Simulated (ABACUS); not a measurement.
# Si2Mo (I4/mmm) in ABACUS: a series of runs

One crystal, Si2Mo, is run at these levels: PBE; tasks: equation of state.

Everything below comes from runs of ABACUS 3.10.1. Logs are shortened: lines on timing, memory, paths and dates and some standing lists are left out, and cuts for length are marked.

**1. The structure**

Symmetry: I4/mmm, No. 139, tetragonal system. The conventional cell has a = 3.200 Å, b = 3.200 Å, c = 7.861 Å, α = 90.00°, β = 90.00°, γ = 90.00°. Around Mo (site symmetry 4/mmm) lie 10 Si at 2.62 Å. Si (site symmetry 4mm) is surrounded by 5 Si at 2.61 to 2.63 Å and 5 Mo at 2.62 Å.

**2. Equation of state, PBE, 12.61 Å³/atom (volume scaled by 0.94)**

The input, INPUT:

```
INPUT_PARAMETERS
suffix              Si2Mo
calculation         scf
basis_type          lcao
pseudo_dir          ./
orbital_dir         ./
symmetry            1
dft_functional      pbe
ecutwfc             100
pseudo_rcut         10
nspin               1
nbands              15
ks_solver           genelpa
smearing_method     fd
smearing_sigma      0.00367493
scf_thr             1e-07
scf_nmax            100
mixing_type         broyden
mixing_beta         0.7
cal_force           1
cal_stress          1
out_mul             1
```

The input, STRU:

```
ATOMIC_SPECIES
Mo 95.9500 Mo.upf
Si 28.0850 Si.upf

NUMERICAL_ORBITAL
Mo_confined-atom_7au_3s2p2d1f.orb
Si_confined-atom_7au_2s2p1d.orb

LATTICE_CONSTANT
1.8897261246

LATTICE_VECTORS
-1.5673377739 1.5673377739 3.8502632003
1.5673377739 -1.5673377739 3.8502632003
1.5673377739 1.5673377739 -3.8502632003

ATOMIC_POSITIONS
Direct

Mo
0.0
1
0.0000000000 0.0000000000 0.0000000000 1 1 1

Si
0.0
2
0.6670000000 0.6670000000 0.0000000000 1 1 1
0.3330000000 0.3330000000 0.0000000000 1 1 1
```

The input, KPT:

```
K_POINTS
0
Gamma
12 12 12 0 0 0
```

Potentials or basis: PseudoDojo NC SR 0.4.1 PBE standard, DZP LCAO (the cutoffs set its grid).

The run is started by

```sh
$ OMP_NUM_THREADS=1 mpirun -np 4 abacus > log
```

running log:

```text
ABACUS v3.10.1

               Atomic-orbital Based Ab-initio Computation at UStc

 ------------------------------------------------------------------------------------

 READING GENERAL INFORMATION
                           global_out_dir = OUT.Si2Mo/
                           global_in_card = INPUT
                               pseudo_dir = ./
                              orbital_dir = ./
                                    DSIZE = 4
                                    GSIZE = 1

 READING UNITCELL INFORMATION
                                    ntype = 2
                  lattice constant (Bohr) = 1.88973
              lattice constant (Angstrom) = 1

 READING ATOM TYPE 1
                               atom label = Mo
                      L=0, number of zeta = 3
                      L=1, number of zeta = 2
                      L=2, number of zeta = 2
                      L=3, number of zeta = 1
             number of atom for this type = 1

 READING ATOM TYPE 2
                               atom label = Si
                      L=0, number of zeta = 2
                      L=1, number of zeta = 2
                      L=2, number of zeta = 1
             number of atom for this type = 2

                        TOTAL ATOM NUMBER = 3
DIRECT COORDINATES
    atom                   x                   y                   z     mag                  vx                  vy                  vz
taud_Mo1            0.0000000000        0.0000000000        0.0000000000  0.0000        0.0000000000        0.0000000000        0.0000000000
taud_Si1            0.6670000000        0.6670000000        0.0000000000  0.0000        0.0000000000        0.0000000000        0.0000000000
taud_Si2            0.3330000000        0.3330000000        0.0000000000  0.0000        0.0000000000        0.0000000000        0.0000000000

                          Volume (Bohr^3) = 255.313
                             Volume (A^3) = 37.8334

 Lattice vectors: (Cartesian coordinate: in unit of a_0)
             -1.56734            +1.56734            +3.85026
             +1.56734            -1.56734            +3.85026
             +1.56734            +1.56734            -3.85026
 Reciprocal vectors: (Cartesian coordinate: in unit of 2 pi/a_0)
                   +0           +0.319012           +0.129861
            +0.319012                  +0           +0.129861
            +0.319012           +0.319012                  +0
 The esolver type has been set to : ksdft_lcao

                PAO radial cut off (Bohr) = 10

 Read in pseudopotential file is Mo.upf
                     pseudopotential type = NC
          exchange-correlation functional = PBE
                 nonlocal core correction = 1
                        valence electrons = 14
                                     lmax = 2
                           number of zeta = 4
                     number of projectors = 6
                           L of projector = 0
[... 5 lines left out ...]
                PAO radial cut off (Bohr) = 10

 Read in pseudopotential file is Si.upf
                     pseudopotential type = NC
          exchange-correlation functional = PBE
                 nonlocal core correction = 1
                        valence electrons = 4
                                     lmax = 2
                           number of zeta = 2
                     number of projectors = 6
                           L of projector = 0
                           L of projector = 0
                           L of projector = 1
                           L of projector = 1
                           L of projector = 2
                           L of projector = 2
     initial pseudo atomic orbital number = 18

 SETUP THE ELECTRONS NUMBER
            electron number of element Mo = 14
      total electron number of element Mo = 14
            electron number of element Si = 4
      total electron number of element Si = 8
            AUTOSET number of electrons:  = 22
                           occupied bands = 11
                                   NLOCAL = 52
                                   NBANDS = 15
                                   NBANDS = 15
                                   NLOCAL = 52

%%%%%%%%%%%%%%%%%%%%%%%%%%%%%%%%%%%%%%%%%%%%%%%%%%%%%%%%%%%%%%%%%%%%%%%%%%%%%%%%%%%%%%%%%%%%%%%%%%%%%%%%%%
 Warning: the number of valence electrons in pseudopotential > 6 for Mo: [Kr] 4d5 5s1
 Pseudopotentials with additional electrons can yield (more) accurate outcomes, but may be less efficient.
 If you're confident that your chosen pseudopotential is appropriate, you can safely ignore this warning.
%%%%%%%%%%%%%%%%%%%%%%%%%%%%%%%%%%%%%%%%%%%%%%%%%%%%%%%%%%%%%%%%%%%%%%%%%%%%%%%%%%%%%%%%%%%%%%%%%%%%%%%%%%

 SETUP THE PLANE WAVE BASIS
 energy cutoff for charge/potential (unit:Ry) = 400
            fft grid for charge/potential = [ 54, 54, 54 ]
[... 105 lines left out ...]
      29  0.33333333  0.25000000  0.41666667  0.0093      40
      30  0.41666667  0.25000000  0.33333333  0.0093      41
[... 133 further k points ...]

                               nkstot now = 163
[... K-POINTS DIRECT COORDINATES: 163 rows ...]

           k-point number in this process = 163
       minimum distributed K point number = 163
[... stars of the k points ...]

[... K-POINTS CARTESIAN COORDINATES: 163 rows ...]

[... K-POINTS DIRECT COORDINATES: 163 rows ...]

 SETUP PLANE WAVES FOR WAVE FUNCTIONS
     energy cutoff for wavefunc (unit:Ry) = 100
              fft grid for wave functions = [ 54, 54, 54 ]
                    number of plane waves = 6699
                         number of sticks = 649

 PARALLEL PW FOR WAVE FUNCTIONS
     PROC   COLUMNS(POT)             PW
        1            163           1676
        2            162           1674
        3            162           1675
        4            162           1674
 --------------- sum -------------------
        4            649           6699

 SET NONLOCAL PSEUDOPOTENTIAL PROJECTORS
 SET NONLOCAL PSEUDOPOTENTIAL PROJECTORS
 max number of nonlocal projetors among all species is 6

 -------------------------------------------
 SELF-CONSISTENT
 -------------------------------------------

 SETUP SEARCHING RADIUS FOR PROGRAM TO SEARCH ADJACENT ATOMS
                  longest orb rcut (Bohr) = 7
   longest nonlocal projector rcut (Bohr) = 1.94
                     search radius (Bohr) = 17.9
              searching radius is (Bohr)) = 17.9
         searching radius unit is (Bohr)) = 1.89
                         PeriodicBoundary = 1
                        Radius(unit:lat0) = 9.46
                                   glayer = [ 5, 5, 6 ]
                             glayer_minus = [ 4, 4, 5 ]

Find the coordinate range of the input atom(unit:lat0).
                                  min_tau = [ -20.4, -20.4, -50.1 ]
                                  max_tau = [ 20.4, 20.4, 55.2 ]
                                BoxNumber = [ 9, 9, 11 ]

 SETUP EXTENDED REAL SPACE GRID FOR GRID INTEGRATION
                          real space grid = [ 54, 54, 54 ]
                 big cell numbers in grid = [ 27, 27, 27 ]
             meshcell numbers in big cell = [ 2, 2, 2 ]
                        extended fft grid = [ 35, 35, 46 ]
                dimension of extened grid = [ 98, 98, 120 ]
                            UnitCellTotal = 125
              Atom number in sub-FFT-grid = 3
    Local orbitals number in sub-FFT-grid = 52
                                ParaV.nnr = 45214
                                 init_chg = atomic

 LCAO ALGORITHM --------------- ION=   1  ELEC=   1--------------------------------

 Density error is 0.0911381049713
----------------------------------------------------------
     Energy           Rydberg                 eV
----------------------------------------------------------
 E_KohnSham     -157.4623869190      -2142.3856827796
 E_Harris       -161.7055192841      -2200.1164603124
 E_Fermi        1.3219344860         17.9858413926
----------------------------------------------------------
[... 80 lines left out ...]
 Density error is 4.53201787362e-08
----------------------------------------------------------
     Energy           Rydberg                 eV
----------------------------------------------------------
 E_KohnSham     -157.5565245235      -2143.6664905961
 E_KS(sigma->0) -157.5564461789      -2143.6654246638
 E_Harris       -157.5565225925      -2143.6664643236
 E_band         -1.5121197968        -20.5734452951
 E_one_elec     -31.2680899708       -425.4241891792
 E_Hartree      29.1771913690        396.9760542543
 E_xc           -27.3495641537       -372.1099103063
 E_Ewald        -128.1159050789      -1743.1063135003
 E_entropy(-TS) -0.0001566891        -0.0021318646
 E_descf        0.0000000000         0.0000000000
 E_exx          0.0000000000         0.0000000000
 E_Fermi        1.2734072588         17.3255945941
----------------------------------------------------------

 charge density convergence is achieved
 final etot is -2143.6664906 eV
 EFERMI = 17.325594594 eV

 STATE ENERGY(eV) AND OCCUPATIONS    NSPIN == 1
 1/163 kpoint (Cartesian) = 0.0000 0.0000 0.0000 (1061 pws)
       1       -43.3962     0.00115741
       2       -17.5964     0.00115741
       3       -17.4643     0.00115741
       4       -17.4643     0.00115741
       5        3.37333     0.00115741
       6        10.5509     0.00115741
       7        13.9100     0.00115741
       8        14.0132     0.00115741
       9        14.4872     0.00115741
      10        14.4872     0.00115741
      11        17.7671    1.69369e-07
      12        20.2567    4.02182e-29
      13        20.7766    1.22584e-33
      14        21.1414    8.31298e-37
      15        21.1414    8.31298e-37
[... 71 lines left out ...]
       2       -17.7664     0.00925926
       3       -17.5724     0.00925926
       4       -17.4351     0.00925926
       5        6.30562     0.00925926
       6        8.49045     0.00925926
       7        12.0835     0.00925926
       8        12.7852     0.00925926
       9        14.6006     0.00925926
      10        14.7268     0.00925926
      11        16.4813     0.00925926
      12        19.5536    4.11898e-22
      13        20.7206    3.00847e-32
      14        21.0468    4.40798e-35
      15        22.1075    2.69859e-44

[... levels at 157 further k points ...]

 correction force for each atom along direction 1 is -2.33794e-14
 correction force for each atom along direction 2 is -2.69316e-13
 correction force for each atom along direction 3 is -1.62257e-14
------------------------------------------------------------------------------------------
 TOTAL-FORCE (eV/Angstrom)
------------------------------------------------------------------------------------------
                       Mo1         0.0000000000         0.0000000000         0.0000000000
                       Si1         0.0000000000         0.0000000000        -0.1470855552
                       Si2         0.0000000000         0.0000000000         0.1470855552
------------------------------------------------------------------------------------------

----------------------------------------------------------------
 TOTAL-STRESS (KBAR)
----------------------------------------------------------------
       183.2891620389        -0.0000000000         0.0000000000
        -0.0000000000       183.2891620389         0.0000000000
         0.0000000000         0.0000000000       189.4143504713
----------------------------------------------------------------
 TOTAL-PRESSURE: 185.330892 KBAR

 --------------------------------------------
 !FINAL_ETOT_IS -2143.6664905961019940 eV
 --------------------------------------------
```

Wall time 16 s (4 MPI ranks of AMD EPYC 7B13 (Zen 3), shared host); peak memory 0.52 GiB.

Results:

```yaml
Free_energy: -2143.6665 eV
Pressure: 18.5 GPa
Largest_force: 0.147 eV/Å
Band_gap_on_the_k_mesh: none (metal or under the smearing width)
Mulliken_charges: Mo -0.11; Si +0.06 e
```

Caveat: the atomic orbitals were generated for these runs and aren't a published set; Mulliken charges move with the basis; the basis of atomic orbitals isn't converged, which shifts pressures, moduli and gaps.

**3. Equation of state, PBE, 12.88 Å³/atom (volume scaled by 0.96)**

INPUT is that of step 2.

Changes to STRU since step 2:

```diff
@@ -12,5 +12,5 @@
 LATTICE_VECTORS
--1.5673377739 1.5673377739 3.8502632003
-1.5673377739 -1.5673377739 3.8502632003
-1.5673377739 1.5673377739 -3.8502632003
+-1.5783757276 1.5783757276 3.8773786233
+1.5783757276 -1.5783757276 3.8773786233
+1.5783757276 1.5783757276 -3.8773786233
```

KPT is that of step 2.

Potentials or basis: PseudoDojo NC SR 0.4.1 PBE standard, DZP LCAO (the cutoffs set its grid).

The run is started by

```sh
$ OMP_NUM_THREADS=1 mpirun -np 4 abacus > log
```

It took 16 s on 4 MPI ranks of AMD EPYC 7B13 (Zen 3), shared host; peak memory 0.48 GiB.

It converged, with:

| Property | Result |
| --- | --- |
| Free energy | -2143.7451 eV |
| Pressure | 12.9 GPa |
| Largest force | 0.185 eV/Å |
| Band gap on the k mesh | none (metal or under the smearing width) |
| Mulliken charges | Mo -0.12; Si +0.06 e |

Caveat: the atomic orbitals were generated for these runs and aren't a published set; Mulliken charges move with the basis; the basis of atomic orbitals isn't converged, which shifts pressures, moduli and gaps.

**4. Equation of state, PBE, 13.15 Å³/atom (volume scaled by 0.98)**

INPUT is that of step 3.

Changes to STRU since step 3:

```diff
@@ -12,5 +12,5 @@
 LATTICE_VECTORS
--1.5783757276 1.5783757276 3.8773786233
-1.5783757276 -1.5783757276 3.8773786233
-1.5783757276 1.5783757276 -3.8773786233
+-1.5892614214 1.5892614214 3.9041200105
+1.5892614214 -1.5892614214 3.9041200105
+1.5892614214 1.5892614214 -3.9041200105
```

KPT is that of step 3.

The run is started by

```sh
$ OMP_NUM_THREADS=1 mpirun -np 4 abacus > log
```

Wall time 16 s (4 MPI ranks of AMD EPYC 7B13 (Zen 3), shared host); peak memory 0.52 GiB.

The run converged. Its results:

| Item | Value |
| --- | --- |
| Free energy | -2143.7966 eV |
| Pressure | 7.7 GPa |
| Largest force | 0.222 eV/Å |
| Band gap on the k mesh | none (metal or under the smearing width) |
| Mulliken charges | Mo -0.12; Si +0.06 e |

Caveat: the atomic orbitals were generated for these runs and aren't a published set; Mulliken charges move with the basis; the basis of atomic orbitals isn't converged, which shifts pressures, moduli and gaps.

**5. Equation of state, PBE, 13.42 Å³/atom**

INPUT is that of step 4.

Changes to STRU since step 4:

```diff
@@ -12,5 +12,5 @@
 LATTICE_VECTORS
--1.5892614214 1.5892614214 3.9041200105
-1.5892614214 -1.5892614214 3.9041200105
-1.5892614214 1.5892614214 -3.9041200105
+-1.6000000000 1.6000000000 3.9305000000
+1.6000000000 -1.6000000000 3.9305000000
+1.6000000000 1.6000000000 -3.9305000000
```

KPT is that of step 4.

The run is started by

```sh
$ OMP_NUM_THREADS=1 mpirun -np 4 abacus > log
```

It took 16 s on 4 MPI ranks of AMD EPYC 7B13 (Zen 3), shared host; peak memory 0.48 GiB.

The run converged. Its results:

| Quantity | Value |
| --- | --- |
| Free energy | -2143.8238 eV |
| Pressure | 3.2 GPa |
| Largest force | 0.256 eV/Å |
| Band gap on the k mesh | none (metal or under the smearing width) |
| Mulliken charges | Mo -0.12; Si +0.06 e |

Caveat: the atomic orbitals were generated for these runs and aren't a published set; Mulliken charges move with the basis; the basis of atomic orbitals isn't converged, which shifts pressures, moduli and gaps.

**6. Equation of state, PBE, 13.68 Å³/atom (volume scaled by 1.02)**

INPUT is that of step 5.

Changes to STRU since step 5:

```diff
@@ -12,5 +12,5 @@
 LATTICE_VECTORS
--1.6000000000 1.6000000000 3.9305000000
-1.6000000000 -1.6000000000 3.9305000000
-1.6000000000 1.6000000000 -3.9305000000
+-1.6105963353 1.6105963353 3.9565305599
+1.6105963353 -1.6105963353 3.9565305599
+1.6105963353 1.6105963353 -3.9565305599
```

KPT is that of step 5.

Potentials or basis: PseudoDojo NC SR 0.4.1 PBE standard, DZP LCAO (the cutoffs set its grid).

The run is started by

```sh
$ OMP_NUM_THREADS=1 mpirun -np 4 abacus > log
```

Wall time 15 s (4 MPI ranks of AMD EPYC 7B13 (Zen 3), shared host); peak memory 0.52 GiB.

It converged, with:

```
Free energy            : -2143.8292 eV
Pressure               : -0.9 GPa
Largest force          : 0.289 eV/Å
Band gap on the k mesh : none (metal or under the smearing width)
Mulliken charges       : Mo -0.11; Si +0.06 e
```

Caveat: the atomic orbitals were generated for these runs and aren't a published set; Mulliken charges move with the basis; the basis of atomic orbitals isn't converged, which shifts pressures, moduli and gaps.

**7. Equation of state, PBE, 13.95 Å³/atom (volume scaled by 1.04)**

INPUT is that of step 6.

Changes to STRU since step 6:

```diff
@@ -12,5 +12,5 @@
 LATTICE_VECTORS
--1.6105963353 1.6105963353 3.9565305599
-1.6105963353 -1.6105963353 3.9565305599
-1.6105963353 1.6105963353 -3.9565305599
+-1.6210550461 1.6210550461 3.9822230367
+1.6210550461 -1.6210550461 3.9822230367
+1.6210550461 1.6210550461 -3.9822230367
```

KPT is that of step 6.

The run is started by

```sh
$ OMP_NUM_THREADS=1 mpirun -np 4 abacus > log
```

Run time: 15 s. Hardware: 4 MPI ranks of AMD EPYC 7B13 (Zen 3), shared host; peak memory 0.48 GiB.

The run converged. Its results:

```yaml
Free_energy: -2143.8150 eV
Pressure: -4.6 GPa
Largest_force: 0.320 eV/Å
Band_gap_on_the_k_mesh: none (metal or under the smearing width)
Mulliken_charges: Mo -0.11; Si +0.05 e
```

Caveat: the atomic orbitals were generated for these runs and aren't a published set; Mulliken charges move with the basis; the basis of atomic orbitals isn't converged, which shifts pressures, moduli and gaps.

**8. Equation of state, PBE, 14.22 Å³/atom (volume scaled by 1.06)**

INPUT is that of step 7.

Changes to STRU since step 7:

```diff
@@ -12,5 +12,5 @@
 LATTICE_VECTORS
--1.6210550461 1.6210550461 3.9822230367
-1.6210550461 -1.6210550461 3.9822230367
-1.6210550461 1.6210550461 -3.9822230367
+-1.6313805159 1.6313805159 4.0075881985
+1.6313805159 -1.6313805159 4.0075881985
+1.6313805159 1.6313805159 -4.0075881985
```

KPT is that of step 7.

The run is started by

```sh
$ OMP_NUM_THREADS=1 mpirun -np 4 abacus > log
```

It took 15 s on 4 MPI ranks of AMD EPYC 7B13 (Zen 3), shared host; peak memory 0.52 GiB.

It converged, with:

```
Free energy            : -2143.7832 eV
Pressure               : -7.9 GPa
Largest force          : 0.349 eV/Å
Band gap on the k mesh : none (metal or under the smearing width)
Mulliken charges       : Mo -0.10; Si +0.05 e
```

Caveat: the atomic orbitals were generated for these runs and aren't a published set; Mulliken charges move with the basis; the basis of atomic orbitals isn't converged, which shifts pressures, moduli and gaps.

**9. Equation of state, PBE**

Potentials or basis: PseudoDojo NC SR 0.4.1 PBE standard, DZP LCAO (the cutoffs set its grid).

This step only gathers the single runs of the series.

Results:

```yaml
Equilibrium_volume: 13.62 Å³/atom
Bulk_modulus_at_fixed_shape_and_positions: 203 GPa
Pressure_derivative_of_the_bulk_modulus: 4.5
```

Energy against volume, from the lowest point:
| volume (Å³/atom) | energy (meV/atom) |
| --- | --- |
| 12.611 | 54.24 |
| 12.879 | 28.05 |
| 13.148 | 10.87 |
| 13.416 | 1.82 |
| 13.684 | 0.00 |
| 13.953 | 4.73 |
| 14.221 | 15.32 |

Caveat: the atomic orbitals were generated for these runs and aren't a published set; the cell was scaled at fixed shape and fractional positions, which overstates the stiffness of a crystal with free parameters, most of all of layers and chains; the basis of atomic orbitals isn't converged, which shifts pressures, moduli and gaps.
